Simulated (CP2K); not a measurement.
Crystal: Si2W.

```
CELL_PARAMETERS angstrom
4.52671 0.00000 0.00000
2.24503 3.93077 0.00000
-3.38587 -1.96538 2.27250
ATOMIC_POSITIONS crystal
W 0.00000 0.00000 0.00000
Si 0.66530 0.66530 0.00000
Si 0.33470 0.33470 0.00000
```

Base run:

```yaml
Program: CP2K 2026.2
Functional: LDA
Potentials_or_basis: POTENTIAL_UZH W GTH-PBE-q14, Si GTH-PBE-q4; TZVP-MOLOPT-PBE-GTH basis
Density_cutoff: 9184 eV
k_mesh: 12 × 12 × 12
Occupations: fermi-dirac, width 0.05 eV
Spin: no spin polarisation
```

Its results: band gap on the k mesh none (metal or under the smearing width); pressure -1.3 GPa; largest force 0.018 eV/Å.

**Question.** After a change of settings the same cell gave: band gap on the k mesh none (metal or under the smearing width); pressure 2.5 GPa; largest force 0.065 eV/Å. Which change was it?
A. functional from LDA to HLE16
B. functional from LDA to PBE
C. functional from LDA to WC
D. functional from LDA to SCAN

**Answer.** B.

PBE binds less tightly than LDA, so the same cell stands under more pressure.

Caveats: spin-orbit coupling is left out, which moves the levels of the heavy elements; the basis of atomic orbitals isn't converged, which shifts pressures, moduli and gaps; the potentials were made for another functional, which shifts forces and pressure (some runs).
